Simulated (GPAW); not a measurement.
# C in GPAW: convergence with response cutoff (eV)

The system is C.

```xyz
12
Lattice="2.5221 0.0000 0.0000 -1.2611 2.1842 0.0000 0.0000 0.0000 12.3557" Properties=species:S:1:pos:R:3 pbc="T T T"
C     1.2611    0.7281    4.3760
C     0.0000    1.4561   10.5539
C     1.2611    0.7281    1.8018
C     0.0000    1.4561    7.9797
C     1.2611    0.7281    5.9205
C     0.0000    1.4561   12.0983
C     1.2611    0.7281    0.2574
C     0.0000    1.4561    6.4352
C     0.0000    0.0000   10.0390
C     0.0000    0.0000    3.8612
C     0.0000    0.0000    8.4945
C     0.0000    0.0000    2.3167
```

This is a hexagonal form of diamond, not graphite.

- Program: GPAW 26.7.0
- Task: dielectric tensor
- Functional: LDA
- Potentials or basis: the program's PAW data sets (release 1.2.1) made for this functional
- Cutoff: 600 eV
- Basis: pw
- k mesh: 10 × 10 × 2
- Occupations: fermi-dirac, width 0.001 eV
- Spin: no spin polarisation
- Response ecut: 10 eV
- Maxiter: 150
- Response k mesh: 6 × 6 × 2
- Response bands: 168
- Kernels: ["RPA"]
- Coarser k mesh: 6 × 6 × 2

These are the settings of the first run; the series varies response cutoff (eV), with any setting tied to it.

Hardware: 1 thread of Arm Neoverse V2 (shared host).

```
response cutoff (eV)    dielectric constant  SCF cycles  CPU time (s)  peak memory (GiB)
                  10                  6.119          11           460               0.46
                  20                  6.119          11           450               0.46
                  30                  6.119          11           450               0.45
                  50                  5.954          11           450               0.46
                  80                  5.949          11           440               0.47
                 120                  5.854          11           430                0.5
                 160  timed out after 400 s           -             -                  -
```

Not settled before the last step: the dielectric constant (to 0.05). The tightest run that finished is the yardstick and may itself not be fully converged.

Caveat, for the tightest run too: the k mesh is coarse (spacing up to 0.48 Å⁻¹), so the values aren't converged; the long-wavelength limit can be off by a per cent or two.
